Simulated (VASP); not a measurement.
# La2O3: relaxation of cell and atoms with PBEsol

La2O3:

```
CELL_PARAMETERS angstrom
3.92000 0.00000 0.00000
-1.96000 3.39482 0.00000
0.00000 0.00000 6.10000
ATOMIC_POSITIONS crystal
La 0.33333 0.66667 0.24500
La 0.66667 0.33333 0.75500
O 0.00000 0.00000 0.00000
O 0.33333 0.66667 0.64500
O 0.66667 0.33333 0.35500
```

The cell was built by a generator and needn't be a form met in nature.

```json
{
 "Program": "VASP 6.6.1",
 "Task": "relaxation of cell and atoms",
 "Functional": "PBEsol",
 "Potentials or basis": "VASP PAW PBE potentials, release 64 (La, O)",
 "Cutoff": "600 eV",
 "k mesh": "8 × 8 × 6",
 "Occupations": "gaussian, width 0.02 eV",
 "Spin": "no spin polarisation",
 "Further INCAR settings": "ALGO = Normal; EDIFF = 1e-06; IBRION = 2; EDIFFG = -0.005; NSW = 60; ISIF = 3"
}
```

| Property | Result |
| --- | --- |
| Relaxed volume | 15.92 Å³/atom |
| Relaxed cell | a = 3.903 Å, b = 3.903 Å, c = 6.033 Å, α = 90.00°, β = 90.00°, γ = 120.00° |
| Space group after relaxing (to 0.05 Å) | P-3m1 (No. 164) |
| Energy gained by relaxing | 2.7 meV/atom |
| Ionic steps | 9 |
| Pressure after relaxing | 0.0 GPa |
| Band gap on the k mesh | 3.82 eV, indirect (least direct gap 3.97 eV) |

The path:
| step | energy change (eV) | largest force (eV/Å) | pressure (GPa) | volume (Å³) |
| --- | --- | --- | --- | --- |
| 1 | 0.0000 | 0.2319 | -2.56 | 81.18 |
| 2 | 0.0051 | 0.3273 | 3.21 | 78.16 |
| 3 | -0.0127 | 0.0162 | -0.03 | 79.78 |
| 4 | -0.0127 | 0.0204 | 0.02 | 79.75 |
| 5 | -0.0131 | 0.0196 | 0.03 | 79.71 |
| 6 | -0.0133 | 0.0268 | 0.04 | 79.62 |
| 7 | -0.0134 | 0.0175 | -0.08 | 79.67 |
| 8 | -0.0134 | 0.0179 | -0.08 | 79.68 |
| 9 | -0.0134 | 0.0011 | 0.03 | 79.61 |

Final structure:
```
CELL_PARAMETERS angstrom
3.90338 0.00000 0.00000
-1.95169 3.38043 0.00000
0.00000 0.00000 6.03309
ATOMIC_POSITIONS crystal
La 0.33333 0.66667 0.24528
La 0.66667 0.33333 0.75472
O 0.00000 0.00000 0.00000
O 0.33333 0.66667 0.64608
O 0.66667 0.33333 0.35392
```

Levels at points of the mesh, in eV from the valence-band top:
| k point | band 16 | band 17 | band 18 | band 19 | band 20 | band 21 | band 22 | band 23 | band 24 |
| --- | --- | --- | --- | --- | --- | --- | --- | --- | --- |
| (0.00, 0.00, 0.00) | -2.14 | -1.77 | -0.44 | -0.44 | -0.16 | 4.31 | 4.57 | 4.57 | 5.26 |
| (0.50, 0.00, 0.00) | -0.78 | -0.76 | -0.67 | -0.43 | -0.32 | 3.82 | 4.80 | 5.32 | 5.36 |
| (0.00, 0.00, 0.50) | -1.99 | -1.07 | -0.87 | -0.33 | -0.33 | 4.77 | 4.77 | 4.78 | 5.10 |
| (0.50, 0.00, 0.50) | -1.02 | -0.97 | -0.78 | -0.38 | -0.01 | 4.46 | 4.66 | 5.22 | 5.38 |

Wall time 4.1 min on 2 MPI ranks on Intel(R) Xeon(R) Platinum 8488C (Sapphire Rapids) (shared host), peak memory 0.3 GiB a rank.

Caveat: the PAW data sets were made with another functional, which shifts forces and pressure a little; spin-orbit coupling is left out, which moves the levels of the heavy elements. Expect the measured gap to be larger: semilocal functionals such as PBEsol lack the derivative discontinuity.
